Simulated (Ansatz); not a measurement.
**HgSe: how the settings move a single-point run**

Aim: see which settings change the result for HgSe, by how much, and at what cost.

Program: Ansatz 0.2.0. Level of theory: reference: DFT, PBEsol, PAW with Ansatz's default frozen-core files, scalar-relativistic. These are calculated values, not measurements.

## Step 1: The system as given

The structure is cubic, space group F-43m (No. 216). Conventional cell: a = 6.294 Å, b = 6.294 Å, c = 6.294 Å, α = 90.00°, β = 90.00°, γ = 90.00°. Around Hg (site symmetry -43m) lie 4 Se at 2.73 Å. Around Se (site symmetry -43m) lie 4 Hg at 2.73 Å.

Structure file:

```cif
data_structure
_symmetry_space_group_name_H-M 'F-43m'
_symmetry_Int_Tables_number 216
_cell_length_a 6.2942
_cell_length_b 6.2942
_cell_length_c 6.2942
_cell_angle_alpha 90.000
_cell_angle_beta 90.000
_cell_angle_gamma 90.000
_cell_volume 249.36
loop_
_atom_site_label
_atom_site_type_symbol
_atom_site_symmetry_multiplicity
_atom_site_Wyckoff_symbol
_atom_site_fract_x
_atom_site_fract_y
_atom_site_fract_z
_atom_site_occupancy
Hg1 Hg 4 a 0.00000 0.00000 0.00000 1
Se1 Se 4 d 0.25000 0.25000 0.75000 1
```

## Step 2: Reference

File input.yaml:

```yaml
crystal:
  lattice:
    - [0.0, 3.1470944774, 3.1470944774]
    - [3.1470944774, 0.0, 3.1470944774]
    - [3.1470944774, 3.1470944774, 0.0]
  atoms:
    - { symbol: Hg, position: [0.0, 0.0, 0.0] }
    - { symbol: Se, position: [0.25, 0.25, 0.25] }
kpoints:
  mp_grid: { grid: [10, 10, 10] }
scf:
  occupations: { method: fermi_dirac, width: 0.05 }
hamiltonian:
  xc: pbesol
  pseudopotentials: { kind: paw }
output:
  forces: true
  stress: true
  eigenvalues: true
  efg: { contact_densities: true }
  write_density: true
  write_potential: true
  elf: true
  volumetric_format: npy
```

Started as:

```bash
$ ansatz run input.yaml --threads 1 --pin off --max-ram 2048MiB --backend cpu --events-out ev --progress --plain --runs-dir out
```

## Step 3: Variant: occupations.method tetrahedron_uncorrected, n_extra_bands 4, width left out

Changes to input.yaml since step 2:

```diff
@@ -11,3 +11,4 @@
 scf:
-  occupations: { method: fermi_dirac, width: 0.05 }
+  occupations: { method: tetrahedron_uncorrected }
+  n_extra_bands: 4
 hamiltonian:
@@ -20,5 +21 @@
   efg: { contact_densities: true }
-  write_density: true
-  write_potential: true
-  elf: true
-  volumetric_format: npy
```

Q: Predict the outcome of this session. Wanted: for each run, ending; energy change; pressure; gap; force.

The runs gave:

| run | ending | energy change | pressure (GPa) | gap (eV) | force (eV/Å) | cycles | time |
| --- | --- | --- | --- | --- | --- | --- | --- |
| reference | converged | 0 | -3.3 | 0.00 | 0.00 | 6 | 6.7 s |
| 1: occupations.method tetrahedron_uncorrected, n_extra_bands 4, width left out | converged | 0.0 meV/atom (σ→0) | -3.3 | 0.00 | 0.00 | 6 | 5.4 s |

Times don't compare one to one where runs were asked for different outputs or read a saved state (see the inputs); cycles may leave out searches for a lower state.

Residual by cycle in the longest SCF loop of each run; runs are numbered as in the table. The quantity is the density residual dr2, in eV.

| cycle | reference | run 1 |
| --- | --- | --- |
| 1 | 0.0119 | 0.0119 |
| 2 | 6.1e-4 | 0.00399 |
| 3 | 1.4e-4 | 9.6e-5 |
| 4 | 3.3e-5 | 1.9e-5 |
| 5 | 1.2e-6 | 9.9e-6 |
| 6 | 3.9e-8 | 8.0e-8 |

What this shows: Changing the smearing hardly moves the energy: 0.0 meV/atom. Semilocal functionals close small gaps, so the missing gap need not be the real solid's.
